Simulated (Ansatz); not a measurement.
Crystal: MgS.

```
CELL_PARAMETERS angstrom
0.00000 2.83312 2.83312
2.83312 0.00000 2.83312
2.83312 2.83312 0.00000
ATOMIC_POSITIONS crystal
S 0.25000 0.25000 0.25000
Mg 0.00000 0.00000 0.00000
```

The cell comes from a database or a generator and needn't be the stable form of this composition.

```yaml
Program: Ansatz 0.2.0
Task: single point
Functional: PBEsol
Potentials_or_basis: all-electron LAPW, scalar-relativistic
Cutoff: 208 eV (chosen from the basis error)
Basis_error_allowed: 0.001 eV/atom
k_mesh: 8 × 8 × 8
Occupations: fermi-dirac, width 0.05 eV
Spin: no spin polarisation
```

On this cell: pressure -0.5 GPa; largest force zero by symmetry; band gap on the k mesh 3.28 eV, direct.

The same run follows on a disturbed copy (atoms moved at random, drawn with an rms of 0.05 Å):

```
CELL_PARAMETERS angstrom
0.00000 2.83312 2.83312
2.83312 0.00000 2.83312
2.83312 2.83312 0.00000
ATOMIC_POSITIONS crystal
S 0.25779 0.24666 0.25028
Mg 0.98714 0.01107 0.00340
```

Question: What changes?

Answer: The energy moves by +7.6 meV/atom; pressure -0.3 GPa; largest force 0.436 eV/Å; band gap on the k mesh 3.20 eV, direct.

Forces on the atoms (eV/Å):
```
S    0.290 -0.290 -0.146
Mg  -0.290  0.290  0.145
```

Stress tensor (GPa, compression positive):
```
-0.35 -0.51 -1.10
-0.51 -0.35  1.10
-1.10  1.10 -0.27
```

A k mesh can miss the band edges.
